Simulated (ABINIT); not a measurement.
# FeO (Pm-3m) in ABINIT: reference runs

Reference runs on FeO: the cell as given.

Everything below comes from runs of ABINIT 10.8.3 (patched build). Logs are shortened: lines on timing, memory, paths and dates and some standing lists are left out, and cuts for length are marked. The log counts tension as positive stress, the text compression.

**1. Starting point**

It takes space group Pm-3m (No. 221, cubic). Conventional cell: a = 2.612 Å, b = 2.612 Å, c = 2.612 Å, α = 90.00°, β = 90.00°, γ = 90.00°. Fe (site symmetry m-3m) is surrounded by 8 O at 2.26 Å. O (site symmetry m-3m) is surrounded by 8 Fe at 2.26 Å.

The cell comes from a database or a generator and needn't be the stable form of this composition.

**2. Single point, PBE, collinear spin, ferromagnetic start**

run.abi reads:

```
# Pseudopotentials
pp_dirpath "./"
pseudos "Fe.GGA_PBE-JTH.xml, O.GGA_PBE-JTH.xml"

# Structure
acell 4.9368521096 4.9368521096 4.9368521096
rprim
     1.0000000000     0.0000000000     0.0000000000
     0.0000000000     1.0000000000     0.0000000000
     0.0000000000     0.0000000000     1.0000000000
ntypat 2
znucl 26 8
natom 2
typat 1 2
xred
     0.0000000000     0.0000000000     0.0000000000
     0.5000000000     0.5000000000     0.5000000000

# Plane-wave basis
ecut 26.0
pawecutdg 48.0
pawxcdev 0

# k points
kptopt 1
ngkpt 10 10 10
nshiftk 1
shiftk 0.0 0.0 0.0

# Exchange and correlation
ixc 11

# Bands and occupations
nband 16
occopt 3
tsmear 0.00183747

# Spin
nsppol 2
spinat
     0.0000000000     0.0000000000     4.0000000000
     0.0000000000     0.0000000000     0.0000000000

# SCF cycle
nstep 100
tolvrs 1.0e-9

# Output
iomode 3
prtwf 0
prtden 0
prteig 0
prtebands 0
enunit 1
```

Potentials or basis: JTH PAW PBE v2.0.

Command:

```bash
$ abinit run.abi > log 2>&1
```

run.abo:

```text
.Version 10.8.3 of ABINIT
 Symmetries : space group Pm -3 m (#221); Bravais cP (primitive cubic)
================================================================================
 Values of the parameters that define the memory need of the present run
     intxc =       0    ionmov =       0      iscf =      17    lmnmax =      18
     lnmax =       6     mgfft =      24  mpssoang =       3    mqgrid =    3001
     natom =       2  nloc_mem =       2    nspden =       2   nspinor =       1
    nsppol =       2      nsym =      48    n1xccc =       1    ntypat =       2
    occopt =       3   xclevel =       2
       mpw =         775          nfft =       13824          nkpt =          56
 PAW method is used; the additional fine FFT grid is defined by:
   mgfftf=        32    nfftf =     32768
================================================================================
================================================================================

--------------------------------------------------------------------------------
------------- Echo of variables that govern the present computation ------------
--------------------------------------------------------------------------------
 -outvars: echo values of preprocessed input variables --------
            acell      4.9368521096E+00  4.9368521096E+00  4.9368521096E+00 Bohr
              amu      5.58470000E+01  1.59994000E+01
             ecut      2.60000000E+01 Hartree
           enunit           1
                       outvar_i_n : Printing only first  50 k-points.
              ixc          11
                       outvar_i_n : Printing only first  50 k-points.
         kptrlatt       10    0    0      0   10    0      0    0   10
          kptrlen      4.93685211E+01
            natom           2
            nband          16
            ngfft          24      24      24
          ngfftdg          32      32      32
             nkpt          56
           nspden           2
           nsppol           2
            nstep         100
             nsym          48
           ntypat           2
                       prtocc : prtvol=0, do not print more k-points.
                       1.000000  1.000000  1.000000  1.000000  1.000000  1.000000
                       1.000000  1.000000  1.000000  1.000000  1.000000  0.000000
                       0.000000  0.000000  0.000000  0.000000
                       1.000000  1.000000  1.000000  1.000000  1.000000  1.000000
                       1.000000  1.000000  1.000000  1.000000  1.000000  0.000000
                       0.000000  0.000000  0.000000  0.000000
                       1.000000  1.000000  1.000000  1.000000  1.000000  1.000000
                       1.000000  1.000000  1.000000  1.000000  1.000000  0.000000
                       0.000000  0.000000  0.000000  0.000000
                       1.000000  1.000000  1.000000  1.000000  1.000000  1.000000
                       1.000000  1.000000  1.000000  1.000000  1.000000  0.000000
                       0.000000  0.000000  0.000000  0.000000
                       1.000000  1.000000  1.000000  1.000000  1.000000  1.000000
                       1.000000  1.000000  1.000000  1.000000  1.000000  0.000000
                       0.000000  0.000000  0.000000  0.000000
                       1.000000  1.000000  1.000000  1.000000  1.000000  1.000000
                       1.000000  1.000000  1.000000  1.000000  1.000000  0.000000
[... 118 lines left out ...]
                       1.000000  1.000000  1.000000  1.000000  1.000000  1.000000
                       1.000000  1.000000  1.000000  1.000000  1.000000  0.000000
                       0.000000  0.000000  0.000000  0.000000
                       1.000000  1.000000  1.000000  1.000000  1.000000  1.000000
                       1.000000  1.000000  1.000000  1.000000  1.000000  0.000000
                       0.000000  0.000000  0.000000  0.000000
                       1.000000  1.000000  1.000000  1.000000  1.000000  1.000000
                       1.000000  1.000000  1.000000  1.000000  1.000000  0.000000
                       0.000000  0.000000  0.000000  0.000000
                       1.000000  1.000000  1.000000  1.000000  1.000000  1.000000
                       1.000000  1.000000  1.000000  1.000000  1.000000  0.000000
                       0.000000  0.000000  0.000000  0.000000
                       1.000000  1.000000  1.000000  1.000000  1.000000  1.000000
                       1.000000  1.000000  1.000000  1.000000  1.000000  0.000000
                       0.000000  0.000000  0.000000  0.000000
                       prtocc : prtvol=0, do not print more k-points.
           occopt           3
        pawecutdg      4.80000000E+01 Hartree
         pawxcdev           0
           prtden           0
        prtebands           0
           prteig           0
            prtwf           0
          spgroup         221
           spinat      0.0000000000E+00  0.0000000000E+00  4.0000000000E+00
                       0.0000000000E+00  0.0000000000E+00  0.0000000000E+00
           tolvrs      1.00000000E-09
           tsmear      1.83747000E-03 Hartree
            typat      1  2
           useylm           1
                       outvars : Printing only first  50 k-points.
           xangst      0.0000000000E+00  0.0000000000E+00  0.0000000000E+00
                       1.3062348141E+00  1.3062348141E+00  1.3062348141E+00
[... 114 lines left out ...]
- [ -2.92811825E-04,   0.00000000E+00,   0.00000000E+00, ]
- [  0.00000000E+00,  -2.92811825E-04,   0.00000000E+00, ]
- [  0.00000000E+00,   0.00000000E+00,  -2.92811825E-04, ]
pressure_GPa:   8.6148E+00
xred      :
- [  0.0000E+00,   0.0000E+00,   0.0000E+00, Fe]
- [  5.0000E-01,   5.0000E-01,   5.0000E-01,  O]
cartesian_forces: # hartree/bohr
- [ -0.00000000E+00,  -0.00000000E+00,  -0.00000000E+00, ]
- [ -0.00000000E+00,  -0.00000000E+00,  -0.00000000E+00, ]
force_length_stats: {min:   0.00000000E+00, max:   0.00000000E+00, mean:   0.00000000E+00, }
...

 Integrated electronic and magnetization densities in atomic spheres:
 ------------------------------------------------------------------------------------------------------------
 Radius=ratsph(iatom), smearing ratsm=  0.0000. Diff(up-dn)=approximate z local magnetic moment.
    Atom    Radius    up_density   dn_density  Total(up+dn)  Diff(up-dn)
    1 Fe   2.11532     8.854044     5.337174     14.191218     3.516870
    2  O   1.41465     2.439650     2.086254      4.525904     0.353396
 ------------------------------------------------------------------------------------------------------------
  Sum:                11.293694     7.423428     18.717122     3.870266
 Total magnetization (from the atomic spheres):                3.870266
 Total magnetization (exact up - dn):                          3.998657

================================================================================

 ----iterations are completed or convergence reached----

 Mean square residual over all n,k,spin=   99.564E-09; max=  17.819E-05
 reduced coordinates (array xred) for    2 atoms
       0.000000000000      0.000000000000      0.000000000000
       0.500000000000      0.500000000000      0.500000000000
 rms dE/dt=  0.0000E+00; max dE/dt=  0.0000E+00; dE/dt below (all hartree)
    1       0.000000000000      0.000000000000      0.000000000000
    2       0.000000000000      0.000000000000      0.000000000000

 cartesian coordinates (angstrom) at end:
    1      0.00000000000000     0.00000000000000     0.00000000000000
    2      1.30623481411320     1.30623481411320     1.30623481411320

 cartesian forces (hartree/bohr) at end:
    1     -0.00000000000000    -0.00000000000000    -0.00000000000000
    2     -0.00000000000000    -0.00000000000000    -0.00000000000000
 frms,max,avg= 0.0000000E+00 0.0000000E+00   0.000E+00  0.000E+00  0.000E+00 h/b

 cartesian forces (eV/Angstrom) at end:
    1     -0.00000000000000    -0.00000000000000    -0.00000000000000
    2     -0.00000000000000    -0.00000000000000    -0.00000000000000
 frms,max,avg= 0.0000000E+00 0.0000000E+00   0.000E+00  0.000E+00  0.000E+00 e/A
 length scales=  4.936852109600  4.936852109600  4.936852109600 bohr
              =  2.612469628226  2.612469628226  2.612469628226 angstroms
 Fermi (or HOMO) energy (eV) =   9.09413   Average Vxc (eV)= -12.68262
 Eigenvalues (   eV  ) for nkpt=  56  k points, SPIN UP:
 kpt#   1, nband= 16, wtk=  0.00100, kpt=  0.0000  0.0000  0.0000 (reduced coord)
 -80.46745  -46.43722  -46.43722  -46.43722  -11.48334    4.47178    4.47178    6.13451
   6.13451    6.13451    6.56809    6.56809    6.56809    9.77428   24.36997   24.36997
 prteigrs : prtvol=0 or 1, do not print more k-points.

 Eigenvalues (   eV  ) for nkpt=  56  k points, SPIN DOWN:
 kpt#   1, nband= 16, wtk=  0.00100, kpt=  0.0000  0.0000  0.0000 (reduced coord)
 -76.35189  -42.41166  -42.41166  -42.41166  -10.86754    6.82479    6.82479    6.82479
   6.95733    6.95733   10.72631   10.72631   10.72631   10.80358   25.28487   25.28487
 prteigrs : prtvol=0 or 1, do not print more k-points.

--- !EnergyTerms
iteration_state     : {dtset: 1, }
comment             : Components of total free energy in Hartree
kinetic             :  1.97238541680832E+01
hartree             :  2.74779148040587E+01
xc                  : -6.32147519821013E+00
Ewald energy        : -9.95029371391640E+01
psp_core            :  6.52226925300765E+00
local_psp           : -7.83781354531354E+01
PAW spherical_terms : -1.00756835669845E+01
internal            : -1.40554193132345E+02
'-kT*entropy'       : -6.98112113448129E-05
total_energy        : -1.40554262943556E+02
total_energy_eV     : -3.82467633747627E+03
...

--- !EnergyTermsDC
iteration_state     : {dtset: 1, }
comment             : '"Double-counting" decomposition of free energy'
band_energy         : -1.38860037137421E+01
Ewald energy        : -9.95029371391640E+01
psp_core            :  6.52226925300765E+00
xc_dc               : -2.55759049345502E+01
PAW spherical_terms : -8.11161577665134E+00
internal            : -1.40554192311100E+02
'-kT*entropy'       : -6.98112113448129E-05
total_energy_dc     : -1.40554262122311E+02
total_energy_dc_eV  : -3.82467631512907E+03
...

--- !EnergyTermsWithPAWCore
iteration_state     : {dtset: 1, }
comment             : 'Components of total free energy, including PAW core contributions'
Total energy        : -1.34800942472559E+03
Total energy DC     : -1.34800942390434E+03
Total energy (eV)   : -3.66812051194306E+04
Total energy DC (eV): -3.66812050970834E+04
...

 Cartesian components of stress tensor (hartree/bohr^3)
  sigma(1 1)= -2.92811825E-04  sigma(3 2)=  0.00000000E+00
  sigma(2 2)= -2.92811825E-04  sigma(3 1)=  0.00000000E+00
  sigma(3 3)= -2.92811825E-04  sigma(2 1)=  0.00000000E+00

-Cartesian components of stress tensor (GPa)         [Pressure=  8.6148E+00 GPa]
- sigma(1 1)= -8.61482133E+00  sigma(3 2)=  0.00000000E+00
- sigma(2 2)= -8.61482133E+00  sigma(3 1)=  0.00000000E+00
- sigma(3 3)= -8.61482133E+00  sigma(2 1)=  0.00000000E+00

== END DATASET(S) ==============================================================
================================================================================

 -outvars: echo values of variables after computation  --------
            acell      4.9368521096E+00  4.9368521096E+00  4.9368521096E+00 Bohr
           etotal     -1.4055426212E+02
            fcart     -0.0000000000E+00 -0.0000000000E+00 -0.0000000000E+00
                      -0.0000000000E+00 -0.0000000000E+00 -0.0000000000E+00
           strten     -2.9281182534E-04 -2.9281182534E-04 -2.9281182534E-04
                       0.0000000000E+00  0.0000000000E+00  0.0000000000E+00
           xangst      0.0000000000E+00  0.0000000000E+00  0.0000000000E+00
                       1.3062348141E+00  1.3062348141E+00  1.3062348141E+00
             xred      0.0000000000E+00  0.0000000000E+00  0.0000000000E+00
                       5.0000000000E-01  5.0000000000E-01  5.0000000000E-01
 Calculation completed.
```

It took 61 s on 1 thread of Arm Neoverse V1, shared host; peak memory 0.14 GiB.

Results:

| Quantity | Value |
| --- | --- |
| Free energy | -3824.6763 eV |
| Pressure | 8.6 GPa |
| Band gap on the k mesh | none (metal or under the smearing width) |
| Net moment | 4.00 μB per cell |
| Site moments | Fe +3.52; O +0.35 μB |
| Valence electrons inside the program's atomic spheres | Fe 14.19; O 4.53 |

Levels at points of the mesh, in eV from the Fermi level:
Spin up:
```tsv
k point	band 10	band 11	band 12	band 13	band 14	band 15	band 16
(0.00, 0.00, 0.00)	-2.96	-2.53	-2.53	-2.53	0.68	15.28	15.28
(0.50, 0.00, 0.00)	-2.44	-1.54	-0.25	-0.25	5.95	8.23	15.72
(0.50, 0.50, 0.00)	-3.19	-3.19	-2.03	-1.48	5.94	11.04	11.04
(0.50, 0.50, 0.50)	-1.44	-0.18	-0.18	-0.18	6.52	6.52	6.52
```
Spin down:
| k point | band 7 | band 8 | band 9 | band 10 | band 11 | band 12 |
| --- | --- | --- | --- | --- | --- | --- |
| (0.00, 0.00, 0.00) | -2.27 | -2.27 | -2.14 | -2.14 | 1.63 | 1.63 |
| (0.50, 0.00, 0.00) | -2.97 | -2.97 | -1.60 | 1.37 | 1.76 | 2.63 |
| (0.50, 0.50, 0.00) | -5.91 | -1.68 | -1.33 | 0.40 | 0.73 | 0.73 |
| (0.50, 0.50, 0.50) | -6.36 | -6.36 | 1.82 | 1.82 | 3.03 | 3.03 |

Caveat: a cell with one magnetic atom can't hold antiferromagnetic order, which such compounds often take; semilocal functionals often make such compounds metallic where correlation or magnetic order opens a gap, which also shifts bond lengths.
